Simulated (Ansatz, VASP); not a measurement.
**One calculation of Ga2N, two programs**

File INCAR:

```
SYSTEM = Ga2N
  PREC = Accurate
  ENCUT = 600
  EDIFF = 1E-6
  ISMEAR = 0
  SIGMA = 0.1
  LREAL = .FALSE.
  LASPH = .TRUE.
  NELM = 80
  ALGO = Normal
  ISIF = 3
  LWAVE = .FALSE.
  LCHARG = .FALSE.
  GGA = PE
  IBRION = 2
  NSW = 100
  EDIFFG = -0.01
```

The input KPOINTS:

```
Automatic mesh
0
G
  14 14 14
  0 0 0
```

The input POSCAR:

```
Ga2N
1.0
    0.0000000000      2.8792501963      2.8792501963
    2.8792501963      0.0000000000      2.8792501963
    2.8792501963      2.8792501963      0.0000000000
Ga N
2 1
Direct
    0.5000000000      0.5000000000      0.5000000000
    0.2500000000      0.2500000000      0.2500000000
    0.0000000000      0.0000000000      0.0000000000
```

Input for Ansatz:

```yaml
crystal:
  lattice:
    - [0.0, 2.8792501963, 2.8792501963]
    - [2.8792501963, 0.0, 2.8792501963]
    - [2.8792501963, 2.8792501963, 0.0]
  atoms:
    - { symbol: Ga, position: [0.5, 0.5, 0.5] }
    - { symbol: Ga, position: [0.25, 0.25, 0.25] }
    - { symbol: "N", position: [0.0, 0.0, 0.0] }
basis:
  ecutwfc: 420
kpoints:
  mp_grid: { grid: [14, 14, 14] }
hamiltonian:
  xc: pbe
scf:
  occupations: { method: gaussian, width: 0.1 }
output:
  forces: true
  stress: true
  eigenvalues: true
relax:
  adjacent_minimum: "off"
  f_tol: 0.01
  max_steps: 80
  cell: { stress_tol: 0.05 }
```

Alike in both runs: task relaxation of cell and atoms; functional PBE; k mesh 14 × 14 × 14; occupations gaussian, width 0.1 eV; no spin polarisation.

|  | VASP | Ansatz |
| --- | --- | --- |
| version | VASP 6.6.1 | Ansatz 0.2.0 |
| potentials or method | VASP PAW PBE potentials, release 64 (Ga_d, N) | scalar-relativistic, plane waves, PAW |
| plane-wave cutoff (eV) | 600 | 420 |
| valence electrons in the cell | 31 | 31 |

```csv
,VASP,Ansatz,Ansatz less VASP
"gap on the k mesh at the Fermi level, each at its own relaxed structure (eV)",none,none,-
relaxed volume (Å³/atom),15.94,15.93,-0.012
relaxed cell length with the largest relative difference (Å),4.074,4.073,-0.0010
```

A gap of «none» marks a metal or a gap that the smearing closes.
